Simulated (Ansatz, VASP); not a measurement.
AgI: VASP beside Ansatz

The input INCAR:

```
SYSTEM = AgI
ALGO     = Normal         ! electronic algorithm
EDIFF    = 1E-7           ! SCF threshold, eV
ENCUT    = 520            ! plane-wave cutoff, eV
GGA      = PE             ! functional
ISIF     = 2              ! what is computed and relaxed
ISMEAR   = -1             ! smearing method
LASPH    = .TRUE.         ! aspherical terms in the spheres
LCHARG   = .FALSE.        ! write CHGCAR
LREAL    = .FALSE.        ! projectors in reciprocal space
LWAVE    = .FALSE.        ! write WAVECAR
NBANDS   = 16             ! bands
NELM     = 100            ! most SCF steps
PREC     = Accurate       ! precision mode
SIGMA    = 0.01           ! smearing width, eV
```

Contents of KPOINTS:

```
k-points
0
G
  7 7 7
  0 0 0
```

POSCAR

```
AgI
1.0
    0.0000000000      3.2365000000      3.2365000000
    3.2365000000      0.0000000000      3.2365000000
    3.2365000000      3.2365000000      0.0000000000
Ag I
1 1
Direct
    0.0000000000      0.0000000000      0.0000000000
    0.7500000000      0.7500000000      0.7500000000
```

Input for Ansatz:

```yaml
crystal:
  lattice:
    - [0.0, 3.2365, 3.2365]
    - [3.2365, 0.0, 3.2365]
    - [3.2365, 3.2365, 0.0]
  atoms:
    - { symbol: Ag, position: [0.0, 0.0, 0.0] }
    - { symbol: I, position: [0.75, 0.75, 0.75] }
kpoints:
  mp_grid: { grid: [7, 7, 7] }
  band_path:
    path:
      - [0.0, 0.0, 0.0]
      - [-0.5, -0.5, 0.0]
      - [-0.375, -0.375, 0.25]
      - [-0.375, 0.0, 0.375]
      - [0.0, 0.0, 0.0]
      - [0.0, 0.0, 0.5]
      - [-0.5, -0.25, 0.25]
      - [-0.5, -0.5, 0.0]
    npoints: 14
scf:
  occupations: { method: fermi_dirac, width: 0.01 }
hamiltonian:
  xc: pbe
  pseudopotentials: { kind: all_electron, lapw: { basis_error: 0.0005 } }
output:
  forces: true
  stress: true
  eigenvalues: true
  populations: true
  dos: { projected: true, de: 0.2, e_range: [-14, 8] }
```

Measurements of this composition are mostly on another form, of space group No. 229.

Alike in both runs: task single point; functional PBE; k mesh 7 × 7 × 7; occupations fermi-dirac, width 0.01 eV; no spin polarisation.

|  | VASP | Ansatz |
| --- | --- | --- |
| version | VASP 6.6.1 | Ansatz 0.2.0 |
| potentials or method | VASP PAW PBE potentials, release 64 (Ag, I) | all-electron LAPW, scalar-relativistic |
| plane-wave cutoff (eV) | 520 | see its input |

```csv
,VASP,Ansatz,Ansatz less VASP
gap on the k mesh at the Fermi level (eV),1.34,1.34,-0.003
pressure (GPa),2.2,2.2,+0.08
```

Ansatz ran all-electron here, so the differences hold the error of VASP's frozen core and of both bases.

Caveats: spin-orbit coupling is left out, which moves the levels of the heavy elements. As with any semilocal functional, this PBE gap is likely too small.
